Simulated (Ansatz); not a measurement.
Level of theory: DFT PBE, scalar-relativistic, plane waves, PAW (Ansatz). Settings: cutoff 420 eV, Γ-centred meshes spaced at most about 0.3 Å⁻¹, and about 0.25 Å⁻¹ or finer for metals (2π included), Gaussian smearing. No spin polarisation.

All energies are static (0 K, no zero-point motion).

Two forms of Ga2S were relaxed alike.

A. Space group P4_2/mnm (No. 136), tetragonal, a = 9.333 Å, c = 3.569 Å. Ga has 2 S at 2.53 Å; S has 4 Ga at 2.53 Å.

B. Space group R-3m (No. 166), trigonal, a = 3.620 Å, c = 15.906 Å. Around Ga lie 3 S at 2.65 Å and 3 Ga at 2.93 Å; S is surrounded by 6 Ga at 2.65 Å.

Question: Which is lower in energy, and by how much?

Answer: B is lower, by 236 meV/atom. A has space group P4_2/mnm (No. 136), 51.8 Å³/atom and a gap of 1.17 eV on its mesh; B has the anti-cadmium chloride type, space group R-3m (No. 166), 20.1 Å³/atom and no gap. Counting S atoms around Ga (those within 1.25 times the shortest such distance or 1.15 times the sum of covalent radii), A has Ga 2 and B has Ga 3. Both come from invented guesses.

Weakly bound directions are ill-defined at this level, which has no dispersion term (P4_2/mnm), and this can change margins and order among such cells. Kohn–Sham gaps at this level usually fall short of measured ones. Cells relaxed within their symmetry can be saddle points.
